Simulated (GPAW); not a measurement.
# Ag (Fm-3m) in GPAW: further runs, part 2 of 2

GPAW 26.7.0. Earlier steps stand in the parts before.

## Step 3: Fermi surface, LDA

File run.py:

```python
import json
import numpy as np
from ase import Atoms
from ase.dft.bandgap import bandgap
from ase.io import write
from ase.units import GPa
from gpaw import GPAW, PW, setup_paths

setup_paths.insert(0, '.')

atoms = Atoms(['Ag'],
              cell=[[0.0, 2.04275, 2.04275],
                    [2.04275, 0.0, 2.04275],
                    [2.04275, 2.04275, 0.0]],
              scaled_positions=[[0.0, 0.0, 0.0]],
              pbc=True)

calc = GPAW(mode=PW(600),
            xc='LDA',
            kpts={'size': (11, 11, 11), 'gamma': True},
            occupations={'name': 'fermi-dirac', 'width': 0.05},
            nbands=18,
            convergence={'density': 1e-05, 'energy': 1e-05},
            maxiter=150,
            txt='gpaw.txt')
atoms.calc = calc
energy = atoms.get_potential_energy()
forces = atoms.get_forces()
stress = atoms.get_stress()
calc.write('gs.gpw')
write('result.traj', atoms)
print(f'Energy: {energy:.6f} eV')
print('Forces (eV/A):')
print(forces.round(4))
print('Stress (GPa):', (stress / GPa).round(3))
print('Fermi level:', round(calc.get_fermi_level(), 4), 'eV')
print(f'Gap: {bandgap(calc)[0]:.4f} eV, direct: {bandgap(calc, direct=True)[0]:.4f} eV')

size = (18, 18, 18)
dense = calc.fixed_density(kpts={'size': size, 'gamma': True}, update_fermi_level=True,
                           convergence={'bands': 'CBM+2.0', 'eigenstates': 1e-7}, txt='dense.txt')
ef = dense.get_fermi_level()
index = np.round(dense.get_bz_k_points() * size).astype(int) % size
recip = 2 * np.pi * atoms.cell.reciprocal()
sheets = []
for s, e_kn in enumerate(dense.eigenvalues()):
    for n in range(e_kn.shape[1] - 2):
        if e_kn[:, n].min() < ef < e_kn[:, n].max():
            e = np.empty(size)
            e[tuple(index.T)] = e_kn[dense.get_bz_to_ibz_map(), n] - ef
            de = np.array([(np.roll(e, -1, c) - np.roll(e, 1, c)) * size[c] / 2 for c in range(3)])
            v = np.linalg.norm(np.einsum('vc,cxyz->vxyz', np.linalg.inv(recip), de), axis=0)
            w = np.exp(-(e / 0.1)**2) / (0.1 * np.pi**0.5)
            sheets.append({'spin': s, 'band': n, 'filled': (e < 0).mean(), 'dos': w.mean(), 'bottom': e.min(), 'top': e.max(),
                           'velocity': (w * v).sum() / w.sum() * 1.519267e5, 'slice': e[:, :, 0].round(3).tolist()})
            print(f'spin {s} band {n}: filled share {sheets[-1]["filled"]:.3f}, from {e.min():.3f} to {e.max():.3f} eV,',
                  f'{w.mean():.3f} states/eV, mean velocity {sheets[-1]["velocity"]:.3e} m/s')
print('Fermi level on the dense mesh:', round(ef, 4), 'eV,', len(sheets), 'sheets')
json.dump({'ef': ef, 'sheets': sheets}, open('fermi.json', 'w'))
```

Potentials or basis: PAW data sets generated in the run's folder for this functional, pw.

Launch:

```sh
$ gpaw-setup -f LDA Ag
$ OMP_NUM_THREADS=1 python run.py
```

gpaw.txt:

```text
__  _  _
 | _ |_)|_||  |
 |__||  | ||/\| - 26.7.0

Input parameters:
  mode=PW(ecut=600.0),
  convergence={'density': 1e-05, 'energy': 1e-05},
  kpts=MonkhorstPack(size=(11, 11, 11), gamma=True),
  maxiter=150,
  nbands=18,
  occupations=Occupations(name='fermi-dirac', width=0.05),
  xc=XC(name='LDA')

Diagonalizing LCAO Hamiltonian
Converting LCAO to pw mode

       Ag

Atoms  # Å, Bohr magnetons
|   | symbol |        x |        y |        z |    initial magnetic moments |
|---|--------|----------|----------|----------|-----------------------------|
| 0 |     Ag | 0.000000 | 0.000000 | 0.000000 | ( 0.0000,  0.0000,  0.0000) |

Unit cell  # Å
| periodic |        x |        y |        z |  lengths |    angles |
|----------|----------|----------|----------|----------|-----------|
|      yes | 0.000000 | 2.042750 | 2.042750 | 2.888885 | 60.000000 |
|      yes | 2.042750 | 0.000000 | 2.042750 | 2.888885 | 60.000000 |
|      yes | 2.042750 | 2.042750 | 0.000000 | 2.888885 | 60.000000 |

Number of symmetries: 48
Symmetry operations  # r_c * U_cc + t_c -> r_c
|    | kind |            matrix            |
|----|------|------------------------------|
|  0 |  σ   |  1, 0, 0,  1, 0,-1,  1,-1, 0 |
[... 166 lines left out ...]

Converged in 8 steps
Energy contributions relative to reference atoms: (reference = -144464.532253)

Energy contributions:
  Kinetic:          -4.405166
  Coulomb:           2.984020
  Zero:              0.129415
  External:          0.000000
  Xc:               -2.625804
  Entropy:          -0.002698
  Spinorbit:         0.000000
  ----------------------------
  Free energy:      -3.920232
  Extrapolated:     -3.918883

dipole moment: (-12.856192, -12.856192, -12.856192)  # |e|*Ang

Fermi level: 8.076
Eigenvalues  # (at kpt = [0.000, 0.000, 0.000])
| band index |      eig [eV] | occ [0-2] |
|------------|---------------|-----------|
|          0 |       -47.352 |     2.000 |
|          1 |       -47.352 |     2.000 |
|          2 |       -47.352 |     2.000 |
|          3 |         0.002 |     2.000 |
|          4 |         3.120 |     2.000 |
|          5 |         3.120 |     2.000 |
[... 10 lines left out ...]
|         16 |        33.109 |     0.000 |
|         17 |        38.151 |     0.000 |

No gap
No difference between direct/indirect transitions

Forces  # eV/Ang
|       x |        y |       z |
|---------|----------|---------|
| 0.00000 | -0.00000 | 0.00000 |  # Ag   0

Stress tensor  # eV/Ang^3
|        x |        y |        z |
|----------|----------|----------|
| 0.047157 | 0.000000 | 0.000000 |
| 0.000000 | 0.047157 | 0.000000 |
| 0.000000 | 0.000000 | 0.047157 |

# Writing to gs.gpw (mode='')
```

stdout:

```text
Energy: -3.918883 eV
Forces (eV/A):
[[ 0. -0.  0.]]
Stress (GPa): [7.555 7.555 7.555 0.    0.    0.   ]
Fermi level: 8.0755 eV
Gap: 0.0000 eV, direct: 0.0000 eV
spin 0 band 8: filled share 0.505, from -3.677 to 5.448 eV, 0.095 states/eV, mean velocity 1.448e+06 m/s
Fermi level on the dense mesh: 7.8235 eV, 1 sheets
```

Run time: 68 s. Hardware: 1 thread of Arm Neoverse N1, shared host; peak memory 0.2 GiB.

What came out:

```
Free energy            : -3.9202 eV
Pressure               : -7.6 GPa
Band gap on the k mesh : none (metal or under the smearing width)
```
